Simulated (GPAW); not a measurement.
# SiC (Moissanite) (P6_3mc) in GPAW: settings compared, part 3 of 3

GPAW 26.7.0.

### Step 6. Band structure, PBE

File run.py:

```python
from ase.dft.bandgap import bandgap
from ase.io import write
from ase.spacegroup import crystal
from gpaw import GPAW

# Si 2b
# C 2b
atoms = crystal(['Si', 'C'],
                basis=[[0.6666666667, 0.3333333333, 0.5],
                       [0.6666666667, 0.3333333333, 0.885]],
                spacegroup=186, setting=1,  # P6_3mc
                cellpar=[3.076, 3.076, 5.048, 90.0, 90.0, 120.0],
                primitive_cell=True)

calc = GPAW(mode='fd',
            h=0.2,
            xc='PBE',
            kpts={'size': (7, 7, 4), 'gamma': True},
            occupations={'name': 'fermi-dirac', 'width': 0.05},
            nbands=18,
            convergence={'density': 1e-05, 'energy': 1e-05},
            maxiter=150,
            txt='gpaw.txt')
atoms.calc = calc
energy = atoms.get_potential_energy()
forces = atoms.get_forces()
calc.write('gs.gpw')
write('result.traj', atoms)
print(f'Energy: {energy:.6f} eV')
print('Forces (eV/A):')
print(forces.round(4))
print('Fermi level:', round(calc.get_fermi_level(), 4), 'eV')
print(f'Gap: {bandgap(calc)[0]:.4f} eV, direct: {bandgap(calc, direct=True)[0]:.4f} eV')

path = atoms.cell.bandpath('GMKGALHA,LM,KH', npoints=80, eps=1e-4)
bs_calc = calc.fixed_density(kpts=path, symmetry='off', nbands=29,
                             convergence={'bands': 'CBM+6.0', 'eigenstates': 1e-6}, txt='bands.txt')
bs = bs_calc.band_structure()
bs.write('bs.json')
print(f'Gap on the path: {bandgap(bs_calc)[0]:.4f} eV')
```

Potentials or basis: GPAW PAW data sets (gpaw-data 1.2.1), fd.

Command:

```bash
OMP_NUM_THREADS=1 python run.py
```

gpaw.txt:

```text
__  _  _
 | _ |_)|_||  |
 |__||  | ||/\| - 26.7.0

Input parameters:
  mode=FD(),
  convergence={'density': 1e-05, 'energy': 1e-05},
  h=0.2,
  kpts=MonkhorstPack(size=(7, 7, 4), gamma=True),
  maxiter=150,
  nbands=18,
  occupations=Occupations(name='fermi-dirac', width=0.05),
  xc=XC(name='PBE')

Diagonalizing LCAO Hamiltonian
Converting LCAO to fd mode

           C

           Si
        C

        Si

Atoms  # Å, Bohr magnetons
|   | symbol |         x |        y |        z |    initial magnetic moments |
|---|--------|-----------|----------|----------|-----------------------------|
| 0 |     Si |  1.538000 | 0.887965 | 2.524000 | ( 0.0000,  0.0000,  0.0000) |
| 1 |     Si | -0.000000 | 1.775929 | 0.000000 | ( 0.0000,  0.0000,  0.0000) |
| 2 |      C |  1.538000 | 0.887965 | 4.467480 | ( 0.0000,  0.0000,  0.0000) |
| 3 |      C | -0.000000 | 1.775929 | 1.943480 | ( 0.0000,  0.0000,  0.0000) |
[... 161 lines left out ...]
|iter:   9| |  -29.870841c| -5.50 | -4.20 |
|iter:  10| |  -29.870841c| -6.56 | -4.83 |
|iter:  11| |  -29.870841c| -7.28 | -5.16c|
|iter:  12| |  -29.870841c| -7.67c| -5.77c|

Converged in 12 steps
Energy contributions relative to reference atoms: (reference = -17827.944731)

Energy contributions:
  Kinetic:          33.043970
  Coulomb:         -28.323932
  Zero:              0.621634
  External:          0.000000
  Xc:              -35.212513
  Entropy:          -0.000000
  Spinorbit:         0.000000
  ----------------------------
  Free energy:     -29.870841
  Extrapolated:    -29.870841

dipole moment: (-0.000000, 0.000000, -8.892101)  # |e|*Ang

Fermi level: 10.045
Eigenvalues  # (at kpt = [0.000, 0.000, 0.000])
| band index |      eig [eV] | occ [0-2] |
|------------|---------------|-----------|
|          0 |        -7.178 |     2.000 |
|          1 |        -3.670 |     2.000 |
|          2 |        -0.148 |     2.000 |
|          3 |         6.970 |     2.000 |
|          4 |         6.970 |     2.000 |
|          5 |         8.249 |     2.000 |
[... 8 lines left out ...]
|         14 |        17.234 |     0.000 |
|         15 |        19.914 |     0.000 |
|        ... |               |           |
|         17 |        21.148 |     0.000 |

Gap: 2.613 eV
Transition (v -> c):
  (s=0, k=0, n=7, [0.00, 0.00, 0.00]) -> (s=0, k=22, n=8, [0.43, 0.29, 0.00])
Direct/indirect transitions are different
Direct gap: 4.150 eV
Transition at: (s=0, k=19, n=7, [0.43, 0.00, 0.00])

Forces  # eV/Ang
|        x |        y |        z |
|----------|----------|----------|
|  0.00000 |  0.00000 |  0.76322 |  # Si   0
| -0.00000 | -0.00000 |  0.76321 |  # Si   1
|  0.00000 |  0.00000 | -0.79258 |  # C    2
|  0.00000 |  0.00000 | -0.79253 |  # C    3

# Writing to gs.gpw (mode='')
```

bands.txt:

```text
Diagonalizing LCAO Hamiltonian
Converting LCAO to fd mode
convergence criteria:
- Maximum integral of absolute [eigenst]ate change: 1e-06 eV^2 / valence electron
maximum number of iterations: 150

SCF iterations
|iter     | |      energy | eigst |  dens |
|---------|-|-------------|-------|-------|
|iter:   1| |             | +1.82 |       |
[... 90 lines left out ...]
         [0.5       , 0.        , 0.        ],
         [0.33333333, 0.33333333, 0.        ],
         [0.33333333, 0.33333333, 0.08333333],
         [0.33333333, 0.33333333, 0.16666667],
         [0.33333333, 0.33333333, 0.25      ],
         [0.33333333, 0.33333333, 0.33333333],
         [0.33333333, 0.33333333, 0.41666667],
         [0.33333333, 0.33333333, 0.5       ]])),
  maxiter=150,
  nbands=29,
  occupations=Occupations(name='fermi-dirac', width=0.05),
  symmetry=Symmetry(point_group=False, time_reversal=False),
  xc=XC(name='PBE')
```

Run time: 78 s. Hardware: 1 thread of Arm Neoverse V2, shared host; peak memory 0.37 GiB.

What came out:

```
Free energy             : -29.8708 eV
Largest force           : 0.793 eV/Å
Band gap along the path : 2.30 eV, indirect (least direct gap 4.09 eV)
```

Forces in eV/Å, atoms in the order of the input:
```
Si   0.000  0.000  0.763
Si   0.000  0.000  0.763
C    0.000  0.000 -0.793
C    0.000  0.000 -0.793
```

Levels at the corners of the path, in eV from the valence-band top:
```
point  band 4  band 5  band 6  band 7  band 8  band 9  band 10  band 11  band 12  band 13
    Γ   -1.59   -1.59   -0.31   -0.31    0.00    4.62     6.04     6.48     6.48     7.55
    M   -6.57   -5.44   -3.57   -3.27   -1.52    2.57     4.18     6.74     7.18     9.69
    K   -6.52   -6.52   -4.15   -4.05   -4.05    2.30     7.93     8.62     8.62     9.36
    Γ   -1.59   -1.59   -0.31   -0.31    0.00    4.62     6.04     6.48     6.48     7.55
    A   -4.46   -1.00   -1.00   -1.00   -1.00    5.71     5.71     7.14     7.14     7.14
    L   -8.48   -2.72   -2.72   -2.35   -2.35    3.15     3.15     4.98     4.98    10.36
    H   -7.96   -5.89   -5.89   -1.76   -1.76    4.80     4.80     5.94     5.94    10.21
    A   -4.46   -1.00   -1.00   -1.00   -1.00    5.71     5.71     7.14     7.14     7.14
    L   -8.48   -2.72   -2.72   -2.35   -2.35    3.15     3.15     4.98     4.98    10.36
    M   -6.57   -5.44   -3.57   -3.27   -1.52    2.57     4.18     6.74     7.18     9.69
    K   -6.52   -6.52   -4.15   -4.05   -4.05    2.30     7.93     8.62     8.62     9.36
    H   -7.96   -5.89   -5.89   -1.76   -1.76    4.80     4.80     5.94     5.94    10.21
```

Caveat: the real-space grid adds noise to forces.
